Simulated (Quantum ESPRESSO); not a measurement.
Runs of Quantum ESPRESSO 7.5 on HfN. Symmetry: Fm-3m, No. 225, cubic system. Conventional cell: a = 4.512 Å, b = 4.512 Å, c = 4.512 Å, α = 90.00°, β = 90.00°, γ = 90.00°. Hf (site symmetry m-3m) is surrounded by 6 N at 2.26 Å. Around N (site symmetry m-3m) lie 6 Hf at 2.26 Å. 

```csv
task,level,potentials or basis,spin,cutoff (eV),gap on the mesh (eV),pressure (GPa),V0 of scaled cells (Å³/atom),B0 (GPa)
band structure,PBEsol,PseudoDojo 0.4 FR PBEsol standard,"SOC, no magnetisation",1143,none,-2.8,-,-
equation of state,PBE,PseudoDojo 0.4 FR PBE standard,"SOC, no magnetisation",1143,-,-,11.73,(a)
equation of state,PBEsol+rVV10,PseudoDojo 0.4.1 SR PBEsol standard,off,1143,-,-,11.21,(b)
band structure,PBE,SSSP 1.3 efficiency PBE,off,816,none,5.8,-,-
band structure,PBEsol,GBRV 1.5 PBEsol,off,612,none,-2.8,-,-
```

Alike in all rows: cell as given; k mesh 10 × 10 × 10; smearing fermi-dirac 0.05 eV.

Fill in the values left out.

(a) 266; (b) 299.

Caveats: spin-orbit coupling is left out, which moves the levels of the heavy elements (some runs); rVV10's parameter b was fitted to another functional (some runs).

A k mesh can miss the band edges, and rows without SOC leave out spin-orbit coupling on Hf.

A gap of «none» marks a metal or a gap under the smearing width.
